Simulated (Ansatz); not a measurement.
# CuO (P6_3mc) in Ansatz: settings compared

The runs below take CuO through band structure, with PBE, PBE+U.

All numbers are computed with Ansatz 0.2.0; they aren't measurements. Logs are shortened: lines on timing, memory, paths and dates and some standing lists are left out, and cuts for length are marked.

## 1. The structure

The structure is hexagonal, space group P6_3mc (No. 186). The conventional cell has a = 3.288 Å, b = 3.288 Å, c = 5.385 Å, α = 90.00°, β = 90.00°, γ = 120.00°. Cu (site symmetry 3m) has 4 O at 2.01 to 2.02 Å as nearest neighbours. Around O (site symmetry 3m) lie 4 Cu at 2.01 to 2.02 Å.

Measurements of this composition are mostly on another form, of space group No. 15.

## 2. Band structure, PBE

File input.yaml:

```yaml
crystal:
  lattice:
    - [3.28802443, 0.0, 0.0]
    - [-1.64401221, 2.84751268, 0.0]
    - [0.0, 0.0, 5.38502486]
  atoms:
    - { symbol: Cu, position: [0.6666666667, 0.3333333333, 0.0] }
    - { symbol: Cu, position: [0.3333333333, 0.6666666667, 0.5] }
    - { symbol: O, position: [0.6666666667, 0.3333333333, 0.6252] }
    - { symbol: O, position: [0.3333333333, 0.6666666667, 0.1252] }
hamiltonian:
  xc: pbe
  pseudopotentials: { kind: paw }
kpoints:
  mp_grid: { grid: [9, 9, 5] }
  band_path:
    path:
      - [[0.0, 0.0, 0.0], [0.5, 0.0, 0.0], [0.3333333333, 0.3333333333, 0.0], [0.0, 0.0, 0.0], [0.0, 0.0, 0.5], [0.5, 0.0, 0.5], [0.3333333333, 0.3333333333, 0.5], [0.0, 0.0, 0.5]]
      - [[0.5, 0.0, 0.5], [0.5, 0.0, 0.0]]
      - [[0.3333333333, 0.3333333333, 0.0], [0.3333333333, 0.3333333333, 0.5]]
    npoints: 14
scf:
  occupations: { method: fermi_dirac, width: 0.05 }
  n_extra_bands: 10
output:
  forces: true
  stress: true
  eigenvalues: true
  fatbands: true
```

Potentials or basis: Ansatz PAW.

The run is started by

```console
ansatz run input.yaml --threads 2 --pin off --max-ram 5632MiB --backend cpu --events-out ev --progress --plain --runs-dir out
```

Output:

```text
Warning: RAYON_NUM_THREADS=2 ignored (pool sized by the plan → 2); use --threads N
scf.n_extra_bands = 10 over 25 filled bands (N_el = 50.0): the run solves 35 bands
Engine: ansatz 0.2.0, aarch64-unknown-linux-gnu
Pseudopotentials: kind: paw
Pseudopotential: Cu, paw, valence charge 19, recommended cutoff 420 eV (normal), Cu.paw.azcp
Pseudopotential: O, paw, valence charge 6, recommended cutoff 420 eV (normal), O.paw.azcp
Functional definition: PBE
  parameter kappa = 0.804
  parameter beta = 0.06672455060314922
  exchange = pbe_x(kappa = kappa, mu = beta*pi^2/3)
  correlation = pbe_c(beta = beta)
Crystal: 4 atoms, lattice volume = 50.418 Å³
Basis set: ecut = 420 eV, 989 PW (Γ), exchange–correlation on 48×48×72 points (8 copies of the dense FFT grid, shifted against one another)
Bands: 35, of which v1, the nominal top of the filled ones, is band 25 counted from 1 (24 counted from 0)
Symmetry: 12 space group operations
Space group: P63mc (ITA 186), of the structure as read, at distance tolerance 3.7e-5 Å
k-points: 36 of 405 (time reversal used)
Non-local potential: Cu, projectors of the file, l = 0: 3, l = 1: 2, l = 2: 3, l = 3: 1
Non-local potential: O, projectors of the file, l = 0: 2, l = 1: 2, l = 2: 1
PAW form: soft (Blöchl's): semilocal exchange-correlation on the pseudo side does not see the compensation charge
PAW one-centre angular grid: Cu, 590 points (default); XC on 64 Gauss nodes
PAW one-centre angular grid: O, 110 points (default); XC on 64 Gauss nodes
Initial density: superposition of atomic densities (neutral atoms: chi_scale 0, normalization atom), corrected by the library's trained network
Initial wavefunctions: pseudopotential atomic-orbital guess
Functional: x = pbe(κ = 0.804, μ = 0.2195149727645171), c = pbe(β = 0.06672455060314922)
SCF iter   1: F=—  HF=-14381.798630 eV  |F-HF|=—  |Δ(HF+E_count)|=         —  Δρ=8.07e-3  dr2=2.89e-2  ethr=1.77e-3  ⟨swp⟩=5.2  Hψ=4729  notcnv=0  defer=11
preconditioner: auto → LDOS  [metal: Δε(μ)=0.013 eV  Ē_g=13.969 eV  σ=0.050 eV  W_gap=0.07  n_scr=22 (ndim 8)  ℏωp=30.5 eV  f_vac=0.110  D(μ)=6.42/eV (n_scr^D=98)  β→1.0]
SCF iter   2: F=—  HF=-14381.796577 eV  |F-HF|=—  |Δ(HF+E_count)|=   2.05e-3  Δρ=6.44e-3  dr2=1.64e-2  ethr=5.78e-5  ⟨swp⟩=2.0  Hψ=1776  notcnv=0  defer=99
SCF iter   3: F=—  HF=-14381.795076 eV  |F-HF|=—  |Δ(HF+E_count)|=   1.50e-3  Δρ=3.22e-3  dr2=4.85e-3  ethr=3.28e-5  ⟨swp⟩=2.2  Hψ=1491  notcnv=0  defer=99
SCF iter   4: F=—  HF=-14381.795332 eV  |F-HF|=—  |Δ(HF+E_count)|=   2.56e-4  Δρ=3.86e-3  dr2=4.77e-3  ethr=9.69e-6  ⟨swp⟩=2.2  Hψ=1781  notcnv=0  defer=99
SCF iter   5: F=—  HF=-14381.794234 eV  |F-HF|=—  |Δ(HF+E_count)|=   1.10e-3  Δρ=3.70e-4  dr2=4.24e-5  ethr=9.55e-6  ⟨swp⟩=2.0  Hψ=1508  notcnv=0  defer=99
SCF iter   6: F=—  HF=-14381.794381 eV  |F-HF|=—  |Δ(HF+E_count)|=   1.47e-4  Δρ=9.57e-5  dr2=2.71e-6  ethr=8.49e-8  ⟨swp⟩=2.2  Hψ=1834  notcnv=0  defer=99
SCF iter   7: F=-14381.794381 eV  HF=-14381.794381 eV  |F-HF|=7.57e-8  |Δ(HF+E_count)|=   3.51e-7  Δρ=1.66e-5  dr2=7.47e-8  ethr=2.00e-10  ⟨swp⟩=7.0  Hψ=6296  notcnv=0
SCF 1 converged in 7 iterations: F = -14381.794381 eV  dr2 = 7.47e-8
NSCF: frozen V_eff on 129 k-points
SCF converged after 7 iterations
Free energy (F): -14381.794381 eV
Harris-Foulkes:  -14381.794381 eV  (|F-HF|=7.57e-8)
Internal energy: -14381.743599 eV  (E = F + TS)
E sigma→0 (E₀):  -14381.768990 eV
Entropy (-TS):   -0.050783 eV (-12.696 meV/atom)
Fermi energy:    8.333912 eV
--- Per-component energies (eV) ---
  E_band       = -1009.463292
  E_kinetic    = 934.967059
  E_local      = -10648.971690  (includes V_loc(G=0)·N_el)
  E_nonlocal   = 881.097164
  E_hartree    = 4604.034886
  E_xc         = -320.451404
  E_vxc        = -411.025433  (∫ρ·V_xc dr)
  E_paw        = -3641.181443  (= ΣΔE_a)
  E_vpaw       = -973.630195  (= ΣTr[D̂ρ^β])
  E_aug_tail   = 0.005529  (compensation charges beyond the density's cutoff)
  E_ewald      = -6191.243701
  E_smearing   = -0.050783  (= −TS)
  E_closure    = 0.000000  (closes the sum)
  Σ components = -14381.794381   (vs F -14381.794381, Δ=0.00e0)
--- Forces (eV/Å), atoms counted from 1 ---
  atom   1  Cu     0.00000000    -0.00000000    -0.07422959
  atom   2  Cu    -0.00000000     0.00000000    -0.07422959
  atom   3  O     -0.00000000     0.00000000     0.07426718
  atom   4  O      0.00000000     0.00000000     0.07426718
  max |Σ_I F_I| component: 7.52e-5 eV/Å
--- Stress (GPa, compression-positive) ---
       -9.588413       0.000000      -0.000000
        0.000000      -9.588413       0.000000
       -0.000000       0.000000      -8.199892
  P = ⅓ Tr σ = -9.1256 GPa (-91.256 kbar)
--- Band table (eV; the first three rows and the last of 36) ---
  k-point 0: bands = ["-103.5710", "-103.5707", "-60.9566", "-60.9566", "-60.9559", "-60.9559", "-60.9308", "-60.9265", "-9.9799", "-9.4314", "2.9182", "3.9936", "3.9936", "4.0077", "4.1849", "4.1849", "6.3953", "6.3953", "6.6597", "6.6597", "6.7521", "8.3578", "8.3578", "8.9668", "9.0735", "9.0735", "9.2500", "13.9530", "16.0256", "21.7675", "21.7675", "22.3392", "22.8455", "22.8455", "24.9891"]
  k-point 1: bands = ["-103.5710", "-103.5708", "-60.9566", "-60.9566", "-60.9560", "-60.9560", "-60.9304", "-60.9269", "-9.9295", "-9.4857", "2.9687", "3.8390", "4.0054", "4.0054", "4.1592", "4.1592", "6.4279", "6.4279", "6.6442", "6.6442", "6.9481", "8.4236", "8.4236", "8.4964", "9.0044", "9.0044", "9.9674", "13.3782", "16.5922", "21.1894", "21.7723", "21.7723", "22.6100", "22.6100", "25.4509"]
  k-point 2: bands = ["-103.5710", "-103.5708", "-60.9564", "-60.9564", "-60.9562", "-60.9562", "-60.9293", "-60.9280", "-9.7955", "-9.6261", "3.1509", "3.4769", "4.0422", "4.0422", "4.1007", "4.1007", "6.5073", "6.5073", "6.5914", "6.5914", "7.4253", "7.9758", "8.6005", "8.6005", "8.8232", "8.8232", "11.0642", "12.2704", "17.7747", "19.3502", "21.8738", "21.8738", "22.1771", "22.1771", "26.1822"]
  k-point 35: bands = ["-103.5707", "-103.5707", "-60.9589", "-60.9589", "-60.9587", "-60.9583", "-60.9282", "-60.9282", "-9.3040", "-9.3040", "3.3535", "3.3535", "3.7237", "3.7298", "4.5646", "4.5646", "6.2964", "6.3608", "6.7185", "6.7185", "6.9736", "6.9736", "7.1248", "7.3970", "7.9148", "7.9148", "16.2975", "16.3070", "16.4638", "16.4638", "17.3575", "17.3575", "22.8835", "24.2065", "24.2065"]
```

Run time: 12 s. Hardware: 2 threads of Arm Neoverse V1, shared host; peak memory 0.36 GiB.

Results:

- Free energy: -14381.7944 eV
- Pressure: -9.1 GPa
- Largest force: 0.074 eV/Å
- Band gap on the k mesh: none (metal or under the smearing width)

Forces in eV/Å, atoms in the order of the input:
```
Cu   0.000  0.000 -0.074
Cu   0.000  0.000 -0.074
O    0.000  0.000  0.074
O    0.000  0.000  0.074
```

Levels at the corners of the path, in eV from the Fermi level:
| point | band 23 | band 24 | band 25 | band 26 | band 27 | band 28 | band 29 | band 30 |
| --- | --- | --- | --- | --- | --- | --- | --- | --- |
| Γ | 0.02 | 0.63 | 0.74 | 0.74 | 0.92 | 5.62 | 7.69 | 13.43 |
| M | -1.15 | -1.03 | -0.16 | 0.02 | 5.91 | 6.83 | 7.76 | 8.96 |
| K | -1.25 | -0.60 | -0.59 | -0.59 | 7.73 | 7.73 | 7.96 | 7.98 |
| Γ | 0.02 | 0.63 | 0.74 | 0.74 | 0.92 | 5.62 | 7.69 | 13.43 |
| A | 0.38 | 0.38 | 0.38 | 0.38 | 3.33 | 3.33 | 10.18 | 10.18 |
| L | -0.46 | -0.46 | -0.44 | -0.44 | 6.00 | 6.00 | 8.23 | 8.23 |
| H | -1.08 | -1.08 | -0.40 | -0.40 | 7.97 | 7.97 | 8.27 | 8.27 |
| A | 0.38 | 0.38 | 0.38 | 0.38 | 3.33 | 3.33 | 10.18 | 10.18 |
| L | -0.46 | -0.46 | -0.44 | -0.44 | 6.00 | 6.00 | 8.23 | 8.23 |
| M | -1.15 | -1.03 | -0.16 | 0.02 | 5.91 | 6.83 | 7.76 | 8.96 |
| K | -1.25 | -0.60 | -0.59 | -0.59 | 7.73 | 7.73 | 7.96 | 7.98 |
| H | -1.08 | -1.08 | -0.40 | -0.40 | 7.97 | 7.97 | 8.27 | 8.27 |

Caveat: the pressure holds a Pulay correction of +0.6 GPa for the finite cutoff; the run has no spin polarisation, though such a crystal can be magnetic; semilocal functionals often make such compounds metallic where correlation or magnetic order opens a gap, which also shifts bond lengths. With open d or f shells a metallic result of PBE can be an artefact of self-interaction; +U or a hybrid may open a gap.

## 3. Band structure, PBE+U

input.yaml: that of step 2 with these lines changed.

```diff
@@ -13,2 +13,3 @@
   pseudopotentials: { kind: paw }
+  hubbard: { sites: [{ species: Cu, l: d, u_eff: 1.0 }] }
 kpoints:
@@ -28,2 +29,6 @@
   eigenvalues: true
-  fatbands: true
+  fatbands: false
+  write_density: true
+  write_potential: true
+  elf: true
+  volumetric_format: npy
```

Potentials or basis: Ansatz PAW.

The run is started by

```console
ansatz run input.yaml --threads 2 --pin off --max-ram 5632MiB --backend cpu --events-out ev --progress --plain --runs-dir out
```

Output:

```text
Warning: RAYON_NUM_THREADS=2 ignored (pool sized by the plan → 2); use --threads N
Cu: projections on atomic orbitals take those of the free atom [Ne] 3s2 3p6 3d10 4s1, of charge +0.00 (hamiltonian.pseudopotentials.projection_atoms); the dataset's partial waves leave at most 2.0e-6 of an orbital's norm unspanned inside its sphere
O: projections on atomic orbitals take those of the free atom [He] 2s2 2p4, of charge +0.00 (hamiltonian.pseudopotentials.projection_atoms); the dataset's partial waves leave at most 1.9e-8 of an orbital's norm unspanned inside its sphere
scf.n_extra_bands = 10 over 25 filled bands (N_el = 50.0): the run solves 35 bands
Engine: ansatz 0.2.0, aarch64-unknown-linux-gnu
Pseudopotentials: kind: paw
Pseudopotential: Cu, paw, valence charge 19, recommended cutoff 420 eV (normal), Cu.paw.azcp
Pseudopotential: O, paw, valence charge 6, recommended cutoff 420 eV (normal), O.paw.azcp
Functional definition: PBE
  parameter kappa = 0.804
  parameter beta = 0.06672455060314922
  exchange = pbe_x(kappa = kappa, mu = beta*pi^2/3)
  correlation = pbe_c(beta = beta)
Crystal: 4 atoms, lattice volume = 50.418 Å³
Basis set: ecut = 420 eV, 989 PW (Γ), exchange–correlation on 48×48×72 points (8 copies of the dense FFT grid, shifted against one another)
Bands: 35, of which v1, the nominal top of the filled ones, is band 25 counted from 1 (24 counted from 0)
Symmetry: 12 space group operations
Space group: P63mc (ITA 186), of the structure as read, at distance tolerance 3.7e-5 Å
k-points: 36 of 405 (time reversal used)
Non-local potential: Cu, projectors of the file, l = 0: 3, l = 1: 2, l = 2: 3, l = 3: 1
Non-local potential: O, projectors of the file, l = 0: 2, l = 1: 2, l = 2: 1
PAW form: soft (Blöchl's): semilocal exchange-correlation on the pseudo side does not see the compensation charge
PAW one-centre angular grid: Cu, 590 points (default); XC on 64 Gauss nodes
PAW one-centre angular grid: O, 110 points (default); XC on 64 Gauss nodes
Initial density: superposition of atomic densities (chi_scale 0.1, normalization cell, long waves of neutral atoms under a Hubbard term (reshape's long-wave potential 0.00 eV rms, cloud 1.98 Å wide))
Initial wavefunctions: pseudopotential atomic-orbital guess
Functional: x = pbe(κ = 0.804, μ = 0.2195149727645171), c = pbe(β = 0.06672455060314922)
iter 1 solved again at ethr=1.91e-3 eV; its pass at ethr=3.10e-3 eV (dr2=9.53e-1 eV) is discarded
SCF iter   1: F=—  HF=-14381.081245 eV  |F-HF|=—  |Δ(HF+E_count)|=         —  Δρ=5.75e-2  dr2=9.63e-1  ethr=1.91e-3  ⟨swp⟩=1.2  Hψ=6184  notcnv=0
preconditioner: auto → LDOS  [metal: Δε(μ)=0.028 eV  Ē_g=14.456 eV  σ=0.050 eV  W_gap=0.14  n_scr=22 (ndim 8)  ℏωp=30.5 eV  f_vac=0.056  D(μ)=5.65/eV (n_scr^D=84)  β→1.0]
SCF iter   2: F=—  HF=-14381.563839 eV  |F-HF|=—  |Δ(HF+E_count)|=   4.83e-1  Δρ=8.29e-2  dr2=1.60e0  ethr=1.91e-3  ⟨swp⟩=2.3  Hψ=2518  notcnv=0
SCF iter   3: F=—  HF=-14381.226746 eV  |F-HF|=—  |Δ(HF+E_count)|=   3.37e-1  Δρ=3.59e-2  dr2=2.40e-1  ethr=1.91e-3  ⟨swp⟩=2.2  Hψ=2228  notcnv=0  defer=98
SCF iter   4: F=—  HF=-14381.274109 eV  |F-HF|=—  |Δ(HF+E_count)|=   4.74e-2  Δρ=2.28e-2  dr2=1.42e-1  ethr=4.80e-4  ⟨swp⟩=2.0  Hψ=1716  notcnv=0  defer=98
SCF iter   5: F=—  HF=-14381.258847 eV  |F-HF|=—  |Δ(HF+E_count)|=   1.53e-2  Δρ=1.11e-2  dr2=1.88e-2  ethr=2.85e-4  ⟨swp⟩=2.0  Hψ=1739  notcnv=0  defer=98
SCF iter   6: F=—  HF=-14381.262396 eV  |F-HF|=—  |Δ(HF+E_count)|=   3.55e-3  Δρ=4.67e-3  dr2=2.91e-3  ethr=3.76e-5  ⟨swp⟩=2.0  Hψ=2341  notcnv=0  defer=103
SCF iter   7: F=—  HF=-14381.264778 eV  |F-HF|=—  |Δ(HF+E_count)|=   2.38e-3  Δρ=1.57e-3  dr2=5.38e-4  ethr=5.82e-6  ⟨swp⟩=2.0  Hψ=1952  notcnv=0  defer=103
SCF iter   8: F=—  HF=-14381.264925 eV  |F-HF|=—  |Δ(HF+E_count)|=   1.47e-4  Δρ=9.77e-4  dr2=3.24e-4  ethr=1.08e-6  ⟨swp⟩=1.0  Hψ=1157  notcnv=0  defer=103
SCF iter   9: F=—  HF=-14381.264918 eV  |F-HF|=—  |Δ(HF+E_count)|=   6.84e-6  Δρ=4.51e-4  dr2=7.50e-5  ethr=6.47e-7  ⟨swp⟩=1.0  Hψ=1157  notcnv=0  defer=103
SCF iter  10: F=—  HF=-14381.264943 eV  |F-HF|=—  |Δ(HF+E_count)|=   2.49e-5  Δρ=1.64e-4  dr2=7.65e-6  ethr=1.50e-7  ⟨swp⟩=1.0  Hψ=1159  notcnv=0  defer=103
SCF iter  11: F=—  HF=-14381.264948 eV  |F-HF|=—  |Δ(HF+E_count)|=   4.63e-6  Δρ=5.58e-5  dr2=6.26e-7  ethr=1.53e-8  ⟨swp⟩=2.2  Hψ=1653  notcnv=0  defer=103
SCF iter  12: F=—  HF=-14381.264948 eV  |F-HF|=—  |Δ(HF+E_count)|=   4.47e-7  Δρ=4.16e-5  dr2=4.87e-7  ethr=1.25e-9  ⟨swp⟩=2.0  Hψ=1913  notcnv=0  defer=103
SCF iter  13: F=—  HF=-14381.264948 eV  |F-HF|=—  |Δ(HF+E_count)|=   2.93e-9  Δρ=2.47e-5  dr2=1.65e-7  ethr=9.74e-10  ⟨swp⟩=2.1  Hψ=1437  notcnv=0  defer=103
SCF iter  14: F=-14381.264948 eV  HF=-14381.264948 eV  |F-HF|=5.75e-8  |Δ(HF+E_count)|=   8.68e-9  Δρ=1.45e-5  dr2=6.68e-8  ethr=2.00e-10  ⟨swp⟩=11.1  Hψ=7842  notcnv=0
SCF 1 converged in 14 iterations: F = -14381.264948 eV  dr2 = 6.68e-8
NSCF: frozen V_eff on 129 k-points
SCF converged after 14 iterations
Free energy (F): -14381.264948 eV
Harris-Foulkes:  -14381.264948 eV  (|F-HF|=5.75e-8)
Internal energy: -14381.215913 eV  (E = F + TS)
E sigma→0 (E₀):  -14381.240430 eV
Entropy (-TS):   -0.049036 eV (-12.259 meV/atom)
Fermi energy:    8.150313 eV
--- Per-component energies (eV) ---
  E_band       = -1014.110924
  E_kinetic    = 935.484010
  E_local      = -10655.522349  (includes V_loc(G=0)·N_el)
  E_nonlocal   = 883.488646
  E_hartree    = 4609.722729
  E_xc         = -320.303555
  E_vxc        = -410.829109  (∫ρ·V_xc dr)
  E_hubbard    = 0.516493  (on-site DFT+U / exact-exchange correction)
  E_vhub       = -8.408442  (the Hubbard potential's part of the band-sum identity)
  E_paw        = -3643.363709  (= ΣΔE_a)
  E_vpaw       = -977.765869  (= ΣTr[D̂ρ^β])
  E_aug_tail   = 0.005524  (compensation charges beyond the density's cutoff)
  E_ewald      = -6191.243701
  E_smearing   = -0.049036  (= −TS)
  E_closure    = 0.000000  (closes the sum)
  Σ components = -14381.264948   (vs F -14381.264948, Δ=0.00e0)
--- Forces (eV/Å), atoms counted from 1 ---
  atom   1  Cu     0.00000000    -0.00000000    -0.07310546
  atom   2  Cu    -0.00000000     0.00000000    -0.07310546
  atom   3  O      0.00000000    -0.00000000     0.07317661
  atom   4  O     -0.00000000     0.00000000     0.07317661
  max |Σ_I F_I| component: 1.42e-4 eV/Å
--- Stress (GPa, compression-positive) ---
       -9.226821       0.000000      -0.000000
        0.000000      -9.226821      -0.000000
       -0.000000      -0.000000      -7.702350
  P = ⅓ Tr σ = -8.7187 GPa (-87.187 kbar)
--- Band table (eV; the first three rows and the last of 36) ---
  k-point 0: bands = ["-103.4261", "-103.4259", "-60.8166", "-60.8166", "-60.8160", "-60.8160", "-60.7876", "-60.7833", "-10.0364", "-9.5054", "2.8785", "3.8028", "3.8028", "3.8126", "4.0001", "4.0001", "6.0292", "6.0292", "6.3112", "6.3112", "6.4712", "8.1784", "8.1784", "8.8016", "8.9121", "8.9121", "9.2473", "13.9582", "16.0042", "21.7849", "21.7849", "22.3530", "22.8577", "22.8577", "25.0026"]
  k-point 1: bands = ["-103.4261", "-103.4259", "-60.8166", "-60.8166", "-60.8160", "-60.8160", "-60.7872", "-60.7837", "-9.9871", "-9.5576", "2.9104", "3.6601", "3.8146", "3.8146", "3.9733", "3.9733", "6.0635", "6.0635", "6.2939", "6.2939", "6.6839", "8.2468", "8.2468", "8.3441", "8.8418", "8.8418", "9.9380", "13.3736", "16.5811", "21.2019", "21.7894", "21.7894", "22.6229", "22.6229", "25.4628"]
  k-point 2: bands = ["-103.4260", "-103.4259", "-60.8164", "-60.8164", "-60.8162", "-60.8162", "-60.7862", "-60.7848", "-9.8567", "-9.6926", "3.0518", "3.3345", "3.8519", "3.8519", "3.9122", "3.9122", "6.1473", "6.1473", "6.2366", "6.2366", "7.1963", "7.7854", "8.4293", "8.4293", "8.6573", "8.6573", "11.0437", "12.2568", "17.7746", "19.3580", "21.8899", "21.8899", "22.1916", "22.1916", "26.1919"]
  k-point 35: bands = ["-103.4258", "-103.4258", "-60.8190", "-60.8190", "-60.8187", "-60.8184", "-60.7851", "-60.7851", "-9.3815", "-9.3815", "3.2604", "3.2604", "3.5749", "3.6158", "4.4227", "4.4227", "5.9760", "6.0354", "6.4069", "6.4069", "6.6892", "6.6892", "6.8555", "7.1640", "7.7164", "7.7164", "16.2964", "16.2980", "16.4667", "16.4667", "17.3522", "17.3522", "22.8809", "24.2190", "24.2190"]
Occupation matrices written to <dir>
```

Wall time 11 s (2 threads of Arm Neoverse V1, shared host); peak memory 0.45 GiB.

What came out:

```yaml
Free_energy: -14381.2649 eV
Pressure: -8.7 GPa
Largest_force: 0.073 eV/Å
Band_gap_on_the_k_mesh: none (metal or under the smearing width)
```

Forces in eV/Å, atoms in the order of the input:
```
Cu   0.000  0.000 -0.073
Cu   0.000  0.000 -0.073
O    0.000  0.000  0.073
O    0.000  0.000  0.073
```

Levels at the corners of the path, in eV from the Fermi level:
```
point  band 24  band 25  band 26  band 27  band 28  band 29
    Γ     0.65     0.76     0.76     1.10     5.81     7.85
    M    -1.07    -0.18     0.02     6.09     7.00     7.96
    K    -0.63    -0.63    -0.62     7.91     7.91     8.16
    Γ     0.65     0.76     0.76     1.10     5.81     7.85
    A     0.39     0.39     0.39     3.50     3.50    10.37
    L    -0.48    -0.45    -0.45     6.18     6.18     8.39
    H    -1.14    -0.41    -0.41     8.15     8.15     8.47
    A     0.39     0.39     0.39     3.50     3.50    10.37
    L    -0.48    -0.45    -0.45     6.18     6.18     8.39
    M    -1.07    -0.18     0.02     6.09     7.00     7.96
    K    -0.63    -0.63    -0.62     7.91     7.91     8.16
    H    -1.14    -0.41    -0.41     8.15     8.15     8.47
```

Eigenvalues of the final occupation matrices:
| site | spin | trace | eigenvalues |
| --- | --- | --- | --- |
| site 1 | 1 | 4.72 | 0.91 0.91 0.93 0.98 0.98 |
| site 2 | 1 | 4.72 | 0.91 0.91 0.93 0.98 0.98 |

Caveat: the pressure holds a Pulay correction of +0.6 GPa for the finite cutoff; the run has no spin polarisation, though such a crystal can be magnetic; U without spin polarisation on a metal has little footing.

[end of part 1 of 2]
